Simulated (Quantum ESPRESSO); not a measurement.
The system is HgTe (Coloradoite).

```
Hg Te
1.0
     0.00000    3.21450    3.21450
     3.21450    0.00000    3.21450
     3.21450    3.21450    0.00000
Hg Te
1 1
Direct
  0.00000 0.00000 0.00000
  0.75000 0.75000 0.75000
```

Base run:

* Program: Quantum ESPRESSO 7.5
* Functional: PBEsol
* Potentials or basis: GBRV 1.5 PBEsol
* Cutoff: 612 eV
* Density cutoff: 4898 eV
* k mesh: 7 × 7 × 7
* Occupations: fermi-dirac, width 0.05 eV
* Spin: no spin polarisation

Its results: band gap on the k mesh none (metal or under the smearing width); pressure 2.2 GPa.

Problem. The run is repeated on the same cell with these changes: functional from PBEsol to LDA; potentials or basis from GBRV 1.5 PBEsol to GBRV 1.5 LDA. What comes out?

Solution. Band gap on the k mesh none (metal or under the smearing width); pressure 0.6 GPa.

Caveats: spin-orbit coupling is left out, which moves the levels of the heavy elements (some runs).
